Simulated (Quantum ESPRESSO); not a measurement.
NaCl under changes of volume

One of the cells (21.478 Å³/atom); the others are scaled copies at fixed shape and fractional positions:

```
Cl Na
1.0
     3.50219    0.00000    0.00000
     0.00000    3.50219    0.00000
     0.00000    0.00000    3.50219
Cl Na
1 1
Direct
  0.50000 0.50000 0.50000
  0.00000 0.00000 0.00000
```

Measurements of this composition are mostly on another form, of space group No. 225.

* Program: Quantum ESPRESSO 7.5
* Functional: AM05
* Potentials or basis: PseudoDojo 0.4.1 SR PBE standard
* Cutoff: 1197 eV
* Density cutoff: 4789 eV
* k mesh: 8 × 8 × 8
* Occupations: fermi-dirac, width 0.05 eV
* Spin: no spin polarisation

| volume (Å³/atom) | energy over the lowest point (meV/atom) | pressure (GPa) | gap on the mesh (eV) |
| --- | --- | --- | --- |
| 20.189 | 4.73 | 1.5 | 4.18 |
| 20.619 | 1.61 | 0.8 | 4.11 |
| 21.048 | 0.09 | 0.3 | 4.04 |
| 21.478 | 0.00 | -0.2 | 3.98 |
| 21.907 | 1.18 | -0.7 | 3.93 |
| 22.337 | ? | ? | ? |
| 22.766 | 6.88 | -1.4 | 3.82 |

Question: What does the run at 22.337 Å³/atom give?

Answer: Energy over the lowest point 3.56 meV/atom; pressure -1.1 GPa; gap on the mesh 3.87 eV.

Worked out: A Birch-Murnaghan fit of order 3 (a polynomial in V^(-2/3)) to the other rows has its minimum at 21.29 Å³/atom with B0 = V·E''(V) = 25 GPa and B' = 4.4. It gives 3.52 meV/atom at 22.337 Å³/atom, against the run's 3.56, and -dE/dV = -1.1 GPa, against -1.1. A straight line through the other rows of the gap, of slope -2.98 eV per unit of ln V, gives 3.87 eV, against the run's 3.87.

Energies are extrapolated to zero smearing.

Caveats: the potentials were made for another functional, which shifts forces and pressure.

A mesh can miss the band edges.
